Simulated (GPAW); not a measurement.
The system is C.

```
C
1.0
     2.52210    0.00000    0.00000
    -1.26105    2.18420    0.00000
     0.00000    0.00000    8.23710
C
8
Direct
  0.66667 0.33333 0.84375
  0.33333 0.66667 0.34375
  0.33333 0.66667 0.15625
  0.66667 0.33333 0.65625
  0.00000 0.00000 0.90625
  0.00000 0.00000 0.40625
  0.00000 0.00000 0.09375
  0.00000 0.00000 0.59375
```

This is a hexagonal form of diamond, not graphite.

Base run:

| Property | Result |
| --- | --- |
| Program | GPAW 26.7.0 |
| Functional | AM05 |
| Potentials or basis | PAW data sets generated in the run's folder for this functional |
| Cutoff | 800 eV |
| Basis | pw |
| k mesh | 7 × 7 × 2 |
| Occupations | fermi-dirac, width 0.05 eV |
| Spin | no spin polarisation |

Its results: band gap on the k mesh 4.29 eV, indirect (least direct gap 5.11 eV).

Problem. The run is repeated on the same cell with these changes: functional from AM05 to TB-mBJ; potentials or basis from PAW data sets generated in the run's folder for this functional to GPAW PAW data sets for LDA (gpaw-data 1.2.1). What comes out?

Solution. Band gap on the k mesh 5.22 eV, indirect (least direct gap 6.20 eV).

Caveats: a model potential gives levels but no total energy (some runs); an odd mesh through Γ misses points on the zone boundary, where band edges often lie (some runs).
